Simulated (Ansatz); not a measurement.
**AlAu: equation of state with HSE06**

Crystal: AlAu.

```
Au Al
1.0
     3.22394    0.00000    0.00000
     0.00000    3.22394    0.00000
     0.00000    0.00000    3.22394
Au Al
1 1
Direct
  0.50000 0.50000 0.50000
  0.00000 0.00000 0.00000
```

The cell comes from a database or a generator and needn't be the stable form of this composition.

* Program: Ansatz 0.2.0
* Task: equation of state
* Functional: HSE06
* Potentials or basis: Ansatz PAW
* Cutoff: 420 eV
* Density cutoff: 1680 eV
* k mesh: 6 × 6 × 6
* Occupations: fermi-dirac, width 0.05 eV
* Spin: no spin polarisation

```json
{
  "Equilibrium volume": "16.28 Å³/atom",
  "Bulk modulus": "131 GPa",
  "Pressure derivative of the bulk modulus": "5.1"
}
```

Energy against volume, from the lowest point:
| volume (Å³/atom) | energy (meV/atom) |
| --- | --- |
| 15.749 | 7.17 |
| 16.084 | 0.58 |
| 16.419 | 0.00 |
| 16.755 | 4.84 |
| 17.090 | 14.34 |
| 17.425 | 28.02 |
| 17.760 | 45.33 |

All runs of the series together: 72 s on 2 threads of AMD EPYC 7R13 Processor (Zen 3) (shared host).

Caveat: the PAW data sets were made with another functional, which shifts forces and pressure a little. The run has no spin-orbit coupling, so splittings on Au are missing.
